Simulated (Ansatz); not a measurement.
# TiSi2 (Fddd) in Ansatz: relaxation of cell and atoms with PBEsol

Aim: the relaxation of cell and atoms of TiSi2 with PBEsol.

Everything below comes from runs of Ansatz 0.2.0. Logs are shortened: lines on timing, memory, paths and dates and some standing lists are left out, and cuts for length are marked.

## (1) The structure

It takes space group Fddd (No. 70, orthorhombic). Conventional cell: a = 4.779 Å, b = 8.235 Å, c = 8.526 Å, α = 90.00°, β = 90.00°, γ = 90.00°. Ti (site symmetry 222) is surrounded by 10 Si at 2.55 to 2.78 Å. Around Si (site symmetry 2) lie 5 Si at 2.52 to 2.79 Å and 5 Ti at 2.55 to 2.78 Å.

The cell is a database's computed one.

## (2) Relaxation of cell and atoms, PBEsol

input.yaml reads:

```yaml
crystal:
  lattice:
    - [0.0, 4.1175163063, 4.2628978354]
    - [2.3895119538, 0.0, 4.2628978354]
    - [2.3895119538, 4.1175163063, 0.0]
  atoms:
    - { symbol: Ti, position: [0.75, 0.75, 0.75] }
    - { symbol: Ti, position: [0.5, 0.5, 0.5] }
    - { symbol: Si, position: [0.41256561, 0.08743439, 0.41256561] }
    - { symbol: Si, position: [0.08743439, 0.41256561, 0.08743439] }
    - { symbol: Si, position: [0.16256561, 0.83743439, 0.16256561] }
    - { symbol: Si, position: [0.83743439, 0.16256561, 0.83743439] }
hamiltonian:
  xc: pbesol
  pseudopotentials: { kind: paw }
kpoints:
  mp_grid: { grid: [7, 7, 7] }
scf:
  occupations: { method: fermi_dirac, width: 0.05 }
output:
  forces: true
  stress: true
  eigenvalues: true
  write_density: true
  write_potential: true
  elf: true
  volumetric_format: npy
relax:
  f_tol: 0.01
  max_steps: 40
  cell: { stress_tol: 0.05 }
```

Potentials or basis: Ansatz PAW.

Started as:

```
> ansatz run input.yaml --threads 2 --pin off --max-ram 5632MiB --backend cpu --events-out ev --progress --plain --runs-dir out
```

The program printed:

```text
Warning: RAYON_NUM_THREADS=2 ignored (pool sized by the plan → 2); use --threads N
Engine: ansatz 0.2.0, aarch64-unknown-linux-gnu
Pseudopotentials: kind: paw
Pseudopotential: Ti, paw, valence charge 12, recommended cutoff 420 eV (normal), Ti.paw.azcp
Pseudopotential: Si, paw, valence charge 4, recommended cutoff 420 eV (normal), Si.paw.azcp
Functional definition: PBEsol
  exchange = pbesol_x
  correlation = pbesol_c
Crystal: 6 atoms, lattice volume = 83.884 Å³
Basis set: ecut = 420 eV, 1617 PW (Γ), exchange–correlation on 80×72×64 points (8 copies of the dense FFT grid, shifted against one another)
Bands: 26, of which v1, the nominal top of the filled ones, is band 20 counted from 1 (19 counted from 0)
Symmetry: 8 space group operations
Space group: Fddd (ITA 70), of the structure as read, at distance tolerance 4.4e-5 Å
k-points: 64 of 343
Non-local potential: Ti, projectors of the file, l = 0: 3, l = 1: 2, l = 2: 3, l = 3: 1
Non-local potential: Si, projectors of the file, l = 0: 2, l = 1: 2, l = 2: 2
PAW form: soft (Blöchl's): semilocal exchange-correlation on the pseudo side does not see the compensation charge
PAW frozen core: Ti, regenerated for the run's functional, and the local potential with it (the file was generated under x = pbe(κ = 0.804, μ = 0.2195149727645171), c = pbe(β = 0.06672455060314922))
PAW frozen core: Si, regenerated for the run's functional, and the local potential with it (the file was generated under x = pbe(κ = 0.804, μ = 0.2195149727645171), c = pbe(β = 0.06672455060314922))
PAW one-centre angular grid: Ti, 590 points (default); XC on 64 Gauss nodes
PAW one-centre angular grid: Si, 110 points (default); XC on 64 Gauss nodes
Initial density: superposition of atomic densities (neutral atoms: chi_scale 0, normalization atom), corrected by the library's trained network
Initial wavefunctions: pseudopotential atomic-orbital guess
Functional: x = pbesol(κ = 0.804, μ = 0.12345679012345678), c = pbesol(β = 0.046)
SCF iter   1: F=—  HF=-7437.783481 eV  |F-HF|=—  |Δ(HF+E_count)|=         —  Δρ=4.13e-3  dr2=2.12e-2  ethr=1.77e-3  ⟨swp⟩=6.3  Hψ=8390  notcnv=0  defer=1
preconditioner: auto → Kerker (q_TF=auto, 2.412 Å⁻¹)  [metal: Δε(μ)=0.006 eV  Ē_g=6.376 eV  σ=0.050 eV  W_gap=0.03  n_scr=16 (ndim 8)  ℏωp=19.9 eV  f_vac=0.000  D(μ)=2.39/eV (n_scr^D=16)]
SCF iter   2: F=—  HF=-7437.779934 eV  |F-HF|=—  |Δ(HF+E_count)|=   3.55e-3  Δρ=2.42e-3  dr2=6.90e-3  ethr=5.31e-5  ⟨swp⟩=1.1  Hψ=2191  notcnv=0  defer=8
SCF iter   3: F=—  HF=-7437.778323 eV  |F-HF|=—  |Δ(HF+E_count)|=   1.61e-3  Δρ=2.60e-4  dr2=7.79e-5  ethr=1.72e-5  ⟨swp⟩=2.2  Hψ=2548  notcnv=0  defer=8
SCF iter   4: F=—  HF=-7437.778307 eV  |F-HF|=—  |Δ(HF+E_count)|=   1.54e-5  Δρ=9.47e-5  dr2=7.92e-6  ethr=1.95e-7  ⟨swp⟩=2.1  Hψ=2455  notcnv=0  defer=9
SCF iter   5: F=—  HF=-7437.778306 eV  |F-HF|=—  |Δ(HF+E_count)|=   1.39e-6  Δρ=2.26e-5  dr2=2.89e-7  ethr=1.98e-8  ⟨swp⟩=2.7  Hψ=2718  notcnv=0  defer=9
SCF iter   6: F=-7437.778306 eV  HF=-7437.778306 eV  |F-HF|=9.31e-9  |Δ(HF+E_count)|=   2.11e-8  Δρ=3.40e-6  dr2=1.28e-8  ethr=2.50e-10  ⟨swp⟩=9.7  Hψ=10131  notcnv=0
SCF 1 converged in 6 iterations: F = -7437.778306 eV  dr2 = 1.28e-8
relax step   1: F+E_penalty+E_count = -7437.77830584 eV  Δ(F+E_penalty+E_count) = +0.000e0 eV  max|allowed force component| = 4.776e-2 eV/Å  Δτ_max = 0.0000 Å  P = -1.959 GPa  Ω = 83.884 Å³  (6 SCF iters, dr2 threshold 1.00e-7 eV, accepted)
Crystal: 6 atoms, lattice volume = 82.426 Å³
Basis set: ecut = 420 eV, 1609 PW (Γ), exchange–correlation on 80×72×64 points (8 copies of the dense FFT grid, shifted against one another)
Initial density: handed on by an earlier stage of this run
Initial wavefunctions: those handed on with the density
iter 1 solved again at ethr=9.57e-6 eV; its pass at ethr=3.10e-3 eV (dr2=3.83e-3 eV) is discarded
SCF iter   1: F=—  HF=-7437.788352 eV  |F-HF|=—  |Δ(HF+E_count)|=         —  Δρ=1.77e-3  dr2=4.05e-3  ethr=9.57e-6  ⟨swp⟩=1.2  Hψ=8720  notcnv=0
preconditioner: auto → Kerker (q_TF=auto, 2.419 Å⁻¹)  [metal: Δε(μ)=0.010 eV  Ē_g=6.457 eV  σ=0.050 eV  W_gap=0.05  n_scr=16 (ndim 8)  ℏωp=20.0 eV  f_vac=0.000  D(μ)=2.35/eV (n_scr^D=16)]
SCF iter   2: F=—  HF=-7437.787565 eV  |F-HF|=—  |Δ(HF+E_count)|=   7.87e-4  Δρ=9.28e-4  dr2=1.15e-3  ethr=9.57e-6  ⟨swp⟩=1.0  Hψ=1670  notcnv=0
SCF iter   3: F=—  HF=-7437.787195 eV  |F-HF|=—  |Δ(HF+E_count)|=   3.71e-4  Δρ=1.73e-4  dr2=3.74e-5  ethr=2.88e-6  ⟨swp⟩=2.7  Hψ=2394  notcnv=0
SCF iter   4: F=—  HF=-7437.787184 eV  |F-HF|=—  |Δ(HF+E_count)|=   1.08e-5  Δρ=4.45e-5  dr2=1.50e-6  ethr=9.35e-8  ⟨swp⟩=2.0  Hψ=2336  notcnv=0
iter 5 did not close the SCF: its close was put off for the readings that it lacked (scf_convergence_deferred on its scf_iter line)
SCF iter   5: F=-7437.787184 eV  HF=-7437.787184 eV  |F-HF|=1.13e-8  |Δ(HF+E_count)|=   2.22e-7  Δρ=8.60e-6  dr2=4.18e-8  ethr=3.76e-9  ⟨swp⟩=2.5  Hψ=2497  notcnv=0
SCF iter   6: F=-7437.787184 eV  HF=-7437.787184 eV  |F-HF|=1.60e-9  |Δ(HF+E_count)|=   4.42e-9  Δρ=1.58e-6  dr2=2.35e-9  ethr=1.05e-10  ⟨swp⟩=5.1  Hψ=8894  notcnv=0
SCF 2 converged in 6 iterations: F = -7437.787184 eV  dr2 = 2.35e-9
relax step   2: F+E_penalty+E_count = -7437.78718372 eV  Δ(F+E_penalty+E_count) = -8.878e-3 eV  max|allowed force component| = 9.857e-3 eV/Å  Δτ_max = 0.0061 Å  P = +0.378 GPa  Ω = 82.426 Å³  energy of the carried Pulay correction = +2.794e-4 eV  (6 SCF iters, dr2 threshold 6.00e-7 eV, accepted)
[... 30 lines left out ...]
SCF iter   2: F=—  HF=-7437.788959 eV  |F-HF|=—  |Δ(HF+E_count)|=   2.05e-6  Δρ=7.14e-5  dr2=8.58e-6  ethr=7.52e-8  ⟨swp⟩=1.1  Hψ=1671  notcnv=0
SCF iter   3: F=—  HF=-7437.788952 eV  |F-HF|=—  |Δ(HF+E_count)|=   7.12e-6  Δρ=1.43e-5  dr2=2.83e-7  ethr=2.14e-8  ⟨swp⟩=2.1  Hψ=2270  notcnv=0
SCF iter   4: F=—  HF=-7437.788951 eV  |F-HF|=—  |Δ(HF+E_count)|=   1.01e-6  Δρ=3.73e-6  dr2=8.98e-9  ethr=7.07e-10  ⟨swp⟩=2.1  Hψ=2389  notcnv=0
iter 5 did not close the SCF: its close was put off for the readings that it lacked (scf_convergence_deferred on its scf_iter line)
SCF iter   5: F=-7437.788951 eV  HF=-7437.788951 eV  |F-HF|=1.25e-10  |Δ(HF+E_count)|=   1.23e-9  Δρ=6.95e-7  dr2=3.04e-10  ethr=2.24e-11  ⟨swp⟩=2.2  Hψ=2252  notcnv=0
SCF iter   6: F=-7437.788951 eV  HF=-7437.788951 eV  |F-HF|=4.55e-12  |Δ(HF+E_count)|=  6.91e-11  Δρ=9.55e-8  dr2=8.44e-12  ethr=1.00e-12  ⟨swp⟩=3.7  Hψ=7047  notcnv=0
SCF 5 converged in 6 iterations: F = -7437.788951 eV  dr2 = 8.44e-12
relax step   5: F+E_penalty+E_count = -7437.78895069 eV  Δ(F+E_penalty+E_count) = -3.566e-5 eV  max|allowed force component| = 2.430e-3 eV/Å  Δτ_max = 0.0013 Å  P = +0.017 GPa  Ω = 82.674 Å³  energy of the carried Pulay correction = +2.315e-4 eV  (6 SCF iters, accepted)
Initial wavefunctions: pseudopotential atomic-orbital guess (no wavefunctions were taken with the density)
iter 1 solved again at ethr=5.58e-8 eV; its pass at ethr=3.10e-3 eV (dr2=2.23e-5 eV) is discarded
SCF iter   1: F=—  HF=-7437.788738 eV  |F-HF|=—  |Δ(HF+E_count)|=         —  Δρ=1.04e-5  dr2=1.02e-8  ethr=5.58e-8  ⟨swp⟩=3.0  Hψ=12328  notcnv=0
preconditioner: auto → Kerker (q_TF=auto, 2.417 Å⁻¹)  [metal: Δε(μ)=0.005 eV  Ē_g=6.456 eV  σ=0.050 eV  W_gap=0.03  n_scr=16 (ndim 8)  ℏωp=20.0 eV  f_vac=0.000  D(μ)=2.36/eV (n_scr^D=16)]
SCF iter   2: F=—  HF=-7437.788738 eV  |F-HF|=—  |Δ(HF+E_count)|=   6.66e-7  Δρ=5.42e-6  dr2=2.74e-9  ethr=2.55e-11  ⟨swp⟩=2.1  Hψ=2895  notcnv=0
iter 3 did not close the SCF: its close was put off for the readings that it lacked (scf_convergence_deferred on its scf_iter line)
SCF iter   3: F=-7437.788739 eV  HF=-7437.788739 eV  |F-HF|=1.82e-12  |Δ(HF+E_count)|=   6.96e-9  Δρ=1.98e-7  dr2=1.21e-11  ethr=6.84e-12  ⟨swp⟩=2.0  Hψ=2554  notcnv=0
iter 4 did not close the SCF: its close was put off for the readings that it lacked (scf_convergence_deferred on its scf_iter line)
SCF iter   4: F=-7437.788739 eV  HF=-7437.788739 eV  |F-HF|=5.46e-12  |Δ(HF+E_count)|=  9.09e-12  Δρ=5.16e-8  dr2=1.88e-12  ethr=1.00e-12  ⟨swp⟩=1.0  Hψ=1664  notcnv=0
iter 5 did not close the SCF: its close was put off for the readings that it lacked (scf_convergence_deferred on its scf_iter line)
SCF iter   5: F=-7437.788739 eV  HF=-7437.788739 eV  |F-HF|=1.82e-12  |Δ(HF+E_count)|=  3.64e-12  Δρ=1.07e-8  dr2=5.49e-14  ethr=1.00e-12  ⟨swp⟩=1.0  Hψ=1664  notcnv=0
iter 6 did not close the SCF: its close was put off for the readings that it lacked (scf_convergence_deferred on its scf_iter line)
SCF iter   6: F=-7437.788739 eV  HF=-7437.788739 eV  |F-HF|=2.73e-12  |Δ(HF+E_count)|=  3.64e-12  Δρ=2.95e-9  dr2=7.76e-15  ethr=1.00e-12  ⟨swp⟩=1.0  Hψ=1664  notcnv=0
SCF iter   7: F=-7437.788739 eV  HF=-7437.788739 eV  |F-HF|=9.09e-13  |Δ(HF+E_count)|=  9.09e-13  Δρ=4.69e-10  dr2=1.20e-16  ethr=1.00e-12  ⟨swp⟩=2.0  Hψ=4381  notcnv=0
SCF 6 converged in 7 iterations: F = -7437.788739 eV  dr2 = 1.20e-16
relax step   6: F+E_penalty+E_count = -7437.78873850 eV  Δ(F+E_penalty+E_count) = +2.122e-4 eV  max|allowed force component| = 2.396e-3 eV/Å  Δτ_max = 0.0000 Å  P = +0.013 GPa  Ω = 82.674 Å³  stress off target by 2.22e-2 GPa  SCF on the basis re-selected at this cell (its energy is not comparable with the rows above)  (7 SCF iters)
basis re-selected at this cell: Δ(F+E_penalty+E_count) = +2.122e-4 eV, ΔP = -0.005 GPa vs the last step (what re-selecting the basis moved, of the pressure what is left beyond the Pulay correction that the steps carried, after the strain that the cell walked since its last selection, with what the two solves' SCF thresholds leave and, on support functions, any second-order correction that the steps lacked; it is no measure of the basis error at this ecutwfc). This SCF's stress stands 2.22e-2 GPa from its target on what of the cell is left free (relax.cell.stress_tol is 5.00e-2 GPa) and its largest allowed force component is 2.40e-3 eV/Å (relax.f_tol is 1.00e-2 eV/Å): within both
SCF converged after 7 iterations
Free energy (F): -7437.788739 eV
Harris-Foulkes:  -7437.788739 eV  (|F-HF|=9.09e-13)
Internal energy: -7437.769187 eV  (E = F + TS)
E sigma→0 (E₀):  -7437.778963 eV
Entropy (-TS):   -0.019552 eV (-3.259 meV/atom)
Fermi energy:    12.759168 eV
--- Per-component energies (eV) ---
  E_band       = -205.608361
  E_kinetic    = 721.616371
  E_local      = -2011.397746  (includes V_loc(G=0)·N_el)
  E_nonlocal   = 120.085723
  E_hartree    = 879.072941
  E_xc         = -421.427155
  E_vxc        = -442.592718  (∫ρ·V_xc dr)
  E_paw        = -4040.796371  (= ΣΔE_a)
  E_vpaw       = -351.466085  (= ΣTr[D̂ρ^β])
  E_aug_tail   = 0.000211  (compensation charges beyond the density's cutoff)
  E_ewald      = -2685.328173
  E_core_change = 0.405011  (= ΣΔE_core)
  E_smearing   = -0.019552  (= −TS)
  E_closure    = 0.000000  (closes the sum)
  Σ components = -7437.788739   (vs F -7437.788739, Δ=0.00e0)
--- Forces (eV/Å), atoms counted from 1 ---
  atom   1  Ti    -0.00000000     0.00000000    -0.00000000
  atom   2  Ti     0.00000000    -0.00000000     0.00000000
  atom   3  Si    -0.00000000     0.00239594    -0.00000000
  atom   4  Si     0.00000000    -0.00239594    -0.00000000
  atom   5  Si    -0.00000000     0.00239594     0.00000000
  atom   6  Si     0.00000000    -0.00239594     0.00000000
  max |Σ_I F_I| component: 1.39e-17 eV/Å
--- Stress (GPa, compression-positive) ---
       -0.005099       0.000000      -0.000000
        0.000000       0.020845       0.000000
       -0.000000       0.000000       0.022177
  P = ⅓ Tr σ = 0.0126 GPa (0.126 kbar)
--- Band table (eV; the first three rows and the last of 64) ---
  k-point 0: bands = ["-43.1748", "-43.1433", "-19.6840", "-19.6680", "-19.5833", "-19.5672", "-19.5470", "-19.5460", "0.0889", "5.9872", "7.1123", "7.3021", "7.6922", "8.9342", "9.0465", "10.1942", "10.4471", "10.7465", "10.9989", "11.4051", "11.8246", "14.8549", "15.9508", "16.1945", "16.2236", "16.3268"]
  k-point 1: bands = ["-43.1735", "-43.1444", "-19.6834", "-19.6670", "-19.5893", "-19.5673", "-19.5472", "-19.5448", "0.3066", "5.7232", "6.2026", "7.2059", "8.0603", "8.9334", "9.4391", "9.9929", "10.5781", "10.7318", "11.4743", "11.5739", "11.8145", "14.6414", "15.7898", "15.8520", "16.0413", "16.1963"]
  k-point 2: bands = ["-43.1704", "-43.1474", "-19.6853", "-19.6604", "-19.6054", "-19.5656", "-19.5486", "-19.5412", "0.9314", "4.8308", "5.3288", "7.0805", "7.8666", "8.6408", "9.6891", "10.1918", "11.0082", "11.4286", "11.6794", "12.0003", "12.6117", "14.1106", "15.3364", "15.4302", "15.6512", "15.6915"]
  k-point 63: bands = ["-43.1596", "-43.1581", "-19.6548", "-19.6441", "-19.6193", "-19.6062", "-19.5441", "-19.5405", "2.1535", "2.1868", "6.1987", "7.2311", "8.1340", "9.5036", "9.6930", "10.1756", "11.0744", "11.3128", "11.7172", "11.7429", "13.6547", "13.7255", "14.9151", "15.4568", "15.8637", "16.0214"]
--- Relaxed structure (5 steps of the walk, 5 accepted, 1 SCFs on fresh bases) ---
  F+E_penalty+E_count = -7437.78873850 eV   max|allowed force component| = 2.396e-3 eV/Å   (the final SCF, on the basis selected at the relaxed cell)
  cell:  # Å, volume = 82.6737 Å³
    - [1.2671262617966723e-18, 4.079926611712353, 4.256870444276515]
    - [2.3800954219709354, 6.852162552597578e-34, 4.256870444276515]
    - [2.3800954219709354, 4.079926611712353, 7.102711503882148e-19]
  atoms:
    - { symbol: Ti, position: [0.75, 0.7500000000000002, 0.7499999999999999] }
    - { symbol: Ti, position: [0.49999999999999994, 0.5, 0.5] }
    - { symbol: Si, position: [0.41345469449651934, 0.08654530550348066, 0.4134546944965194] }
    - { symbol: Si, position: [0.08654530550348055, 0.41345469449651945, 0.08654530550348066] }
    - { symbol: Si, position: [0.1634546944965194, 0.8365453055034806, 0.1634546944965194] }
    - { symbol: Si, position: [0.8365453055034805, 0.1634546944965195, 0.8365453055034804] }
```

Run time: 32 s. Hardware: 2 threads of Arm Neoverse V2, shared host; peak memory 0.44 GiB.

What came out:

- Free energy: -7437.7887 eV
- Relaxed volume: 13.78 Å³/atom
- Relaxed cell: a = 5.896 Å, b = 4.877 Å, c = 4.723 Å, α = 75.76°, β = 53.30°, γ = 50.94°
- Space group after relaxing (to 0.05 Å): Fddd (No. 70)
- Energy gained by relaxing: 1.7 meV/atom
- Ionic steps: 6
- Pressure after relaxing: 0.0 GPa
- Band gap on the k mesh: none (metal or under the smearing width)

Forces on the atoms (eV/Å):
```
Ti   0.000  0.000  0.000
Ti   0.000  0.000  0.000
Si   0.000  0.002  0.000
Si   0.000 -0.002  0.000
Si   0.000  0.002  0.000
Si   0.000 -0.002  0.000
```

Step by step:
```csv
step,energy change (eV),largest force (eV/Å),volume (Å³)
1,0.0000,0.0478,83.88
2,-0.0089,0.0099,82.43
3,-0.0106,0.0136,82.70
4,-0.0106,0.0103,82.69
5,-0.0106,0.0024,82.67
6,-0.0104,0.0024,82.67
```

Final structure:
```yaml
crystal:
  lattice:
    - [0.00000, 4.07993, 4.25687]
    - [2.38010, 0.00000, 4.25687]
    - [2.38010, 4.07993, 0.00000]
  atoms:
    - { symbol: Ti, position: [0.75000, 0.75000, 0.75000] }
    - { symbol: Ti, position: [0.50000, 0.50000, 0.50000] }
    - { symbol: Si, position: [0.41345, 0.08655, 0.41345] }
    - { symbol: Si, position: [0.08655, 0.41345, 0.08655] }
    - { symbol: Si, position: [0.16345, 0.83655, 0.16345] }
    - { symbol: Si, position: [0.83655, 0.16345, 0.83655] }
```

Levels at points of the mesh, in eV from the Fermi level:
```
           k point  band 16  band 17  band 18  band 19  band 20  band 21  band 22  band 23  band 24  band 25
(0.00, 0.00, 0.00)    -2.56    -2.31    -2.01    -1.76    -1.35    -0.93     2.10     3.19     3.44     3.46
```

Caveat: the plane-wave basis is chosen anew once the cell has moved, so the energies of steps on either side of that aren't comparable; the PAW data sets come from PBE, with cores solved anew for the run's functional, which leaves a small shift of forces and pressure.
